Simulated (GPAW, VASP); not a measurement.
This is a calculation of SnO for GPAW 26.7.0 (ASE script). The cell is a database's computed one, not the measured one.

File run.py:

```python
from ase import Atoms
from ase.dft.bandgap import bandgap
from ase.io import write
from ase.units import GPa
from gpaw import GPAW, PW

atoms = Atoms(['Sn', 'Sn', 'O', 'O'],
              cell=[[3.81369522, 0.0, 0.0],
                    [0.0, 3.81369522, 0.0],
                    [0.0, 0.0, 4.8869133]],
              scaled_positions=[[0.5, 0.0, 0.76462614],
                                [0.0, 0.5, 0.23537386],
                                [0.0, 0.0, 0.0],
                                [0.5, 0.5, 0.0]],
              pbc=True)

calc = GPAW(mode=PW(800),
            xc='PBE',
            kpts={'size': (7, 7, 6), 'gamma': True},
            occupations={'name': 'methfessel-paxton', 'order': 0, 'width': 0.03},
            nbands=33,
            convergence={'density': 1e-05, 'energy': 1e-05},
            maxiter=150,
            txt='gpaw.txt')
atoms.calc = calc
energy = atoms.get_potential_energy()
forces = atoms.get_forces()
stress = atoms.get_stress()
calc.write('gs.gpw')
write('result.traj', atoms)
print(f'Energy: {energy:.6f} eV')
print('Forces (eV/A):')
print(forces.round(4))
print('Stress (GPa):', (stress / GPa).round(3))
print('Fermi level:', round(calc.get_fermi_level(), 4), 'eV')
print(f'Gap: {bandgap(calc)[0]:.4f} eV, direct: {bandgap(calc, direct=True)[0]:.4f} eV')
```

Potentials or basis: GPAW PAW data sets (gpaw-data 1.2.1), pw.

Run with:

```sh
$ OMP_NUM_THREADS=1 python run.py
```

Translate it to VASP 6.6.1. Potentials or basis there: PBE PAW files O, Sn_d, 520 eV.

As run (cutoffs and basis follow the program's own potentials, and thresholds, step limits or extra output files can differ):

The input INCAR:

```
SYSTEM = SnO
  ALGO = Normal
  EDIFF = 1E-6
  ENCUT = 520
  GGA = PE
  ISIF = 2
  ISMEAR = 0
  LASPH = .TRUE.
  LCHARG = .FALSE.
  LREAL = .FALSE.
  LWAVE = .FALSE.
  NBANDS = 28
  NELM = 60
  PREC = Accurate
  SIGMA = 0.03
```

File KPOINTS:

```
k-points
0
G
  7 7 6
  0 0 0
```

File POSCAR:

```
SnO
1.0
    3.8136952200      0.0000000000      0.0000000000
    0.0000000000      3.8136952200      0.0000000000
    0.0000000000      0.0000000000      4.8869133000
Sn O
2 2
Direct
    0.5000000000      0.0000000000      0.7646261400
    0.0000000000      0.5000000000      0.2353738600
    0.0000000000      0.0000000000      0.0000000000
    0.5000000000      0.5000000000      0.0000000000
```

Potentials or basis: VASP PAW PBE potentials, release 64 (Sn_d, O).

Command:

```bash
$ cat potpaw_PBE.64/Sn_d/POTCAR potpaw_PBE.64/O/POTCAR > POTCAR
$ mpirun -np 1 vasp_std > vasp.out
```

Both were run:

|  | GPAW | VASP |
| --- | --- | --- |
| Pressure | 2.8 GPa | 3.8 GPa |

Pressure is positive in compression.
